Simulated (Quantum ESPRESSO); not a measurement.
# GaP in Quantum ESPRESSO: the effect of target pressure

Crystal: GaP.

```
Ga P
1.0
     0.00000    2.72525    2.72525
     2.72525    0.00000    2.72525
     2.72525    2.72525    0.00000
Ga P
1 1
Direct
  0.00000 0.00000 0.00000
  0.75000 0.75000 0.75000
```

Alike in all runs:

```yaml
Program: Quantum ESPRESSO 7.5
Task: relaxation of cell and atoms
Functional: PBE
Potentials_or_basis: SSSP 1.3 efficiency PBE
Cutoff: 1088 eV
Density_cutoff: 8762 eV
k_mesh: 8 × 8 × 8
Occupations: fermi-dirac, width 0.05 eV
Spin: no spin polarisation
```

Each run relaxes the cell or the atoms first.

Problem. One run gave: relaxed volume 20.36 Å³/atom; gap on the mesh 1.65 eV. Which target pressure did it use?
A. 5 GPa
B. 0 GPa
C. 2 GPa

Solution. C.

| target pressure | relaxed volume (Å³/atom) | gap on the mesh (eV) |
| --- | --- | --- |
| 0 GPa | 20.87 | 1.58 |
| 2 GPa | 20.36 | 1.65 |
| 5 GPa | 19.71 | 1.60 |

A k mesh can miss the band edges.
